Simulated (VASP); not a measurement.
# CoSi2 (Fm-3m) in VASP: notebook, part 2 of 2

VASP 6.6.1. The steps go on from the part before.

## 3. Elastic constants, PBEsol, collinear spin, ferromagnetic start

POSCAR reads:

```
CoSi2
1.0
    0.0000000000      2.6780000000      2.6780000000
    2.6780000000      0.0000000000      2.6780000000
    2.6780000000      2.6780000000      0.0000000000
Co Si
1 2
Direct
    0.0000000000      0.0000000000      0.0000000000
    0.7500000000      0.7500000000      0.7500000000
    0.2500000000      0.2500000000      0.2500000000
```

INCAR.step1 reads:

```
PREC = Accurate ; ENCUT = 600
EDIFF = 1E-8 ; ISMEAR = 0
SIGMA = 0.02 ; LREAL = F
LASPH = T ; NELM = 100
ALGO = Normal ; ISIF = 3
LWAVE = F ; LCHARG = F
ISPIN = 2 ; MAGMOM = 2 0 0
LORBIT = 11 ; LMAXMIX = 4
GGA = PS ; IBRION = 2
NSW = 40 ; EDIFFG = -0.002
```

INCAR.step2 reads:

```
PREC = Accurate ; ENCUT = 600
EDIFF = 1E-8 ; ISMEAR = 0
SIGMA = 0.02 ; LREAL = F
LASPH = T ; NELM = 100
ALGO = Normal ; ISIF = 3
LWAVE = F ; LCHARG = F
ISPIN = 2 ; MAGMOM = 2 0 0
LORBIT = 11 ; LMAXMIX = 4
GGA = PS ; IBRION = 6
NFREE = 2 ; POTIM = 0.015
NSW = 1
```

KPOINTS reads:

```
Automatic mesh
0
Gamma
  7 7 7
```

Potentials or basis: VASP PAW PBE potentials, release 64 (Co, Si).

On the command line:

```bash
cat potpaw_PBE.64/Co/POTCAR potpaw_PBE.64/Si/POTCAR > POTCAR
cp INCAR.step1 INCAR
mpirun -np 1 vasp_std > vasp.out
cp CONTCAR POSCAR
cp INCAR.step2 INCAR
mpirun -np 1 vasp_std > vasp.out
```

OUTCAR:

```text
PREC = Accurate
   ENCUT = 600
   EDIFF = 1E-8
   ISMEAR = 0
   LREAL = F
   LASPH = T
   NELM = 100
   ISIF = 3
   ISPIN = 2
   LORBIT = 11
   GGA = PS
   IBRION = 6
   NFREE = 2
   POTIM = 0.015
   NSW = 1

 ion  position               nearest neighbor table
   1  0.000  0.000  0.000-   2 2.30   2 2.30   2 2.30   2 2.30   3 2.30   3 2.30   3 2.30   3 2.30

   2  0.750  0.750  0.750-   1 2.30   1 2.30   1 2.30   1 2.30   3 2.66   3 2.66   3 2.66   3 2.66
                             3 2.66   3 2.66
   3  0.250  0.250  0.250-   1 2.30   1 2.30   1 2.30   1 2.30   2 2.66   2 2.66   2 2.66   2 2.66
                             2 2.66   2 2.66

  LATTYP: Found a face centered cubic cell.
 ALAT       =     5.3137732064

  Lattice vectors:

 A1 = (   0.0000000000,   2.6568866032,   2.6568866032)
 A2 = (   2.6568866032,   0.0000000000,   2.6568866032)
[... 1244 lines left out ...]
   1 f  =   10.961250 THz    68.871568 2PiTHz  365.627958 cm-1    45.332069 meV
             X         Y         Z           dx          dy          dz
      0.000000  0.000000  0.000000     0.000000    0.000000    0.000000
      3.985330  3.985330  3.985330    -0.503400   -0.483149   -0.114695
      1.328443  1.328443  1.328443     0.503400    0.483149    0.114695
[... 43 lines left out ...]
   9 f/i=    0.000736 THz     0.004624 2PiTHz    0.024546 cm-1     0.003043 meV
             X         Y         Z           dx          dy          dz
      0.000000  0.000000  0.000000     0.038413   -0.075340   -0.710578
      3.985330  3.985330  3.985330     0.026514   -0.052002   -0.490465
      1.328443  1.328443  1.328443     0.026514   -0.052002   -0.490465

--------------------------------------------------------------------------------------------------------

 ELASTIC MODULI CONTR FROM IONIC RELAXATION (kBar)
 Direction    XX          YY          ZZ          XY          YZ          ZX
 --------------------------------------------------------------------------------
 XX          -0.0000     -0.0000     -0.0000     -0.0000     -0.0000     -0.0000
 YY          -0.0000     -0.0000     -0.0000     -0.0000     -0.0000     -0.0000
 ZZ          -0.0000     -0.0000     -0.0000     -0.0000     -0.0000     -0.0000
 XY          -0.0000     -0.0000     -0.0000   -552.0611      0.0000      0.0000
 YZ          -0.0000     -0.0000     -0.0000      0.0000   -552.0611     -0.0000
 ZX          -0.0000     -0.0000     -0.0000      0.0000     -0.0000   -552.0611
 --------------------------------------------------------------------------------

 TOTAL ELASTIC MODULI (kBar)
 Direction    XX          YY          ZZ          XY          YZ          ZX
 --------------------------------------------------------------------------------
 XX        2507.3310   1682.0541   1682.0541     -0.0000     -0.0000     -0.0000
 YY        1682.0541   2507.3310   1682.0541     -0.0000      0.0000     -0.0000
 ZZ        1682.0541   1682.0541   2507.3310      0.0000     -0.0000     -0.0000
 XY          -0.0000     -0.0000      0.0000    935.4924      0.0000      0.0000
 YZ          -0.0000      0.0000     -0.0000      0.0000    935.4924     -0.0000
 ZX          -0.0000     -0.0000     -0.0000      0.0000     -0.0000    935.4924
 --------------------------------------------------------------------------------

 total charge

# of ion       s       p       d       tot
------------------------------------------
    1        0.556   0.751   7.622   8.929
    2        0.716   0.887   0.000   1.603
    3        0.716   0.887   0.000   1.603
--------------------------------------------------
tot          1.988   2.524   7.622  12.134

 magnetization (x)

# of ion       s       p       d       tot
------------------------------------------
    1       -0.000  -0.000  -0.000  -0.000
    2       -0.000   0.000   0.000   0.000
    3       -0.000   0.000   0.000   0.000
--------------------------------------------------
tot         -0.000  -0.000  -0.000  -0.000
```

OUTCAR.step1:

```text
PREC = Accurate
   ENCUT = 600
   EDIFF = 1E-8
   ISMEAR = 0
   LREAL = F
   LASPH = T
   NELM = 100
   ISIF = 3
   ISPIN = 2
   LORBIT = 11
[... 986 lines left out ...]
 total charge

# of ion       s       p       d       tot
------------------------------------------
    1        0.556   0.751   7.624   8.931
    2        0.717   0.887   0.000   1.604
    3        0.717   0.887   0.000   1.604
--------------------------------------------------
tot          1.989   2.526   7.624  12.139

 magnetization (x)

# of ion       s       p       d       tot
------------------------------------------
    1       -0.000   0.000  -0.000  -0.000
    2        0.000   0.000   0.000   0.000
    3        0.000   0.000   0.000   0.000
--------------------------------------------------
tot          0.000   0.000  -0.000  -0.000
```

OSZICAR.step1:

```text
N       E                     dE             d eps       ncg     rms          rms(c)
DAV:   1     0.712011904332E+02    0.71201E+02   -0.77047E+03  1040   0.141E+03
DAV:   2    -0.179394125812E+02   -0.89141E+02   -0.82233E+02  1065   0.250E+02
[... 36 lines left out ...]
DAV:   5    -0.209877688048E+02    0.12071E-02   -0.23327E-03  1485   0.972E-01    0.685E-02
DAV:   6    -0.209877407253E+02    0.28080E-04   -0.17878E-04  1195   0.137E-01    0.239E-02
DAV:   7    -0.209877408673E+02   -0.14206E-06   -0.13132E-05  1537   0.632E-02    0.127E-02
DAV:   8    -0.209877408739E+02   -0.65745E-08   -0.15948E-06  1520   0.221E-02    0.190E-03
DAV:   9    -0.209877408138E+02    0.60107E-07   -0.15766E-07  1582   0.712E-03    0.536E-04
DAV:  10    -0.209877408077E+02    0.61152E-08   -0.56009E-09   660   0.917E-04
   3 F= -.20987741E+02 E0= -.20987449E+02  d E =-.126413E-01  mag=     0.0000
```

It took 9.3 min on 1 thread of Intel Xeon 6975P-C (Granite Rapids), shared host; peak memory 0.33 GiB.

Results:

| Item | Value |
| --- | --- |
| Relaxed volume | 12.50 Å³/atom |
| Relaxed cell | a = 3.757 Å, b = 3.757 Å, c = 3.757 Å, α = 60.00°, β = 60.00°, γ = 60.00° |
| Space group after relaxing (to 0.05 Å) | Fm-3m (No. 225) |
| Net moment | 0.00 μB per cell |
| Valence electrons inside the program's atomic spheres | Co 8.93; Si 1.60 |
| Elastic constants C11, C12, C44 | 251, 168, 94 GPa |
| Voigt bulk modulus | 196 GPa |
| Highest phonon frequency at Γ, LO-TO splitting left out | 366 cm⁻¹ |

Step by step:
```tsv
step	energy change (eV)	largest force (eV/Å)	pressure (GPa)	volume (Å³)
1	0.0000	0.0000	-4.38	38.41
2	0.0045	0.0000	5.59	36.50
3	-0.0126	0.0000	-0.02	37.51
```

Final structure:
```yaml
crystal:
  lattice:
    - [0.00000, 2.65689, 2.65689]
    - [2.65689, 0.00000, 2.65689]
    - [2.65689, 2.65689, 0.00000]
  atoms:
    - { symbol: Co, position: [0.00000, 0.00000, 0.00000] }
    - { symbol: Si, position: [0.75000, 0.75000, 0.75000] }
    - { symbol: Si, position: [0.25000, 0.25000, 0.25000] }
```

Phonon frequencies in cm⁻¹ (negative: imaginary):
```
              q point                    frequencies
(0.000, 0.000, 0.000)  0 0 0 348 348 348 366 366 366
```

Elastic tensor in Voigt notation (GPa, in the Cartesian axes of the cell as first typed):
```
251 168 168   0   0   0
168 251 168   0   0   0
168 168 251   0   0   0
  0   0   0  94   0   0
  0   0   0   0  94   0
  0   0   0   0   0  94
```

Clamped-ion elastic tensor (GPa):
```
251 168 168   0   0   0
168 251 168   0   0   0
168 168 251   0   0   0
  0   0   0 149   0   0
  0   0   0   0 149   0
  0   0   0   0   0 149
```

Caveat: the starting moments collapsed, and a magnetic state may lie lower; the PAW data sets were made with another functional, which shifts forces and pressure a little.
